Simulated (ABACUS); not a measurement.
Co: single point with PBE

The system is Co.

```
CELL_PARAMETERS angstrom
2.47200 0.00000 0.00000
-1.23600 2.14081 0.00000
0.00000 0.00000 4.02114
ATOMIC_POSITIONS crystal
Co 0.66667 0.33333 0.75000
Co 0.33333 0.66667 0.25000
```

```yaml
Program: ABACUS 3.10.1
Task: single point
Functional: PBE
Potentials_or_basis: PseudoDojo NC SR 0.5 PBE stringent
Cutoff: 1429 eV
Density_cutoff: 5714 eV
Basis: DZP LCAO (the cutoffs set its grid)
k_mesh: 11 × 11 × 6
Occupations: fermi-dirac, width 0.05 eV
Spin: collinear spin, ferromagnetic start
Starting_moments: "[2.0, 2.0] μB"
```

```yaml
Pressure: 4.5 GPa
Band_gap_on_the_k_mesh: none (metal or under the smearing width)
Net_moment: 3.11 μB per cell
Absolute_moment: 3.43 μB per cell
Site_moments: Co +1.56 μB
```

Stress tensor (GPa, compression positive):
```
5.18 0.00 0.00
0.00 5.18 0.00
0.00 0.00 3.06
```

Levels at points of the mesh, in eV from the Fermi level:
Spin up:
```tsv
k point	band 16	band 17	band 18	band 19	band 20	band 21	band 22	band 23
(0.00, 0.00, 0.00)	-1.91	-1.91	-0.79	-0.79	-0.22	6.43	22.84	25.13
(0.00, 0.00, 0.50)	-2.68	-1.11	-1.11	-1.11	-1.11	15.06	15.06	23.48
```
Spin down:
```csv
k point,band 11,band 12,band 13,band 14,band 15,band 16,band 17,band 18,band 19,band 20
"(0.00, 0.00, 0.00)",-1.06,-1.00,-1.00,-0.63,-0.63,-0.34,-0.16,-0.16,1.07,1.07
"(0.00, 0.00, 0.50)",-1.64,-1.64,-1.06,-1.06,-1.06,-1.06,0.73,0.73,0.73,0.73
```

Wall time 20 s on 4 MPI ranks on Intel(R) Xeon(R) Platinum 8559C (Emerald Rapids), with other jobs on the host, peak memory 0.48 GiB a rank.

Caveat: the atomic orbitals were generated for these runs and aren't a published set; the basis of atomic orbitals isn't converged, which shifts pressures, moduli and gaps.
